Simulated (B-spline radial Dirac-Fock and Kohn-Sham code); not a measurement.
## Satellites and hypersatellites of the K lines of Xe²⁺

System: the Xe²⁺ ion in the configuration 1s2 2s2 2p6 3s2 3p6 3d10 4s2 4p6 4d10 5s2 5p4, inside a Watson sphere of charge -2 and radius 2.4 Å (a model of the Madelung potential; inside it an electron's potential energy is raised by 12.0 eV).

Level of theory: multi-electron Dirac-Fock with separately optimised hole states, Breit and Lamb-shift corrections added in first order; a radial B-spline solver. Each two-hole energy is an average over J within one jj subconfiguration, not an observable level; in light atoms, where LS coupling holds, the j-resolved values are not observed lines, and for a K spectator the Kα1 hypersatellite is nearly forbidden. Correlation and solid-state effects are left out.

Lines without a spectator: Kα2 (K-L2) 29456.1 eV, Kα1 (K-L3) 29776.6 eV, Kβ3 (K-M2) 33558.4 eV, Kβ1 (K-M3) 33620.6 eV. Shifts in eV with one spectator hole (a dash: not computed, or left out as unreliable):

```
spectator hole     Kα2     Kα1     Kβ3     Kβ1
        K (1s)  +635.1  +659.1  +812.6  +817.8
    L2 (2p1/2)   +71.8   +91.4       –  +190.5
    L3 (2p3/2)   +67.4   +68.5  +164.6       –
    M2 (3p1/2)       –  +11.12  +24.58  +29.69
    M3 (3p3/2)   +7.77       –  +24.48  +23.96
    M4 (3d3/2)   +1.56   -1.36       –       –
    M5 (3d5/2)   -1.99   +0.25       –       –
```
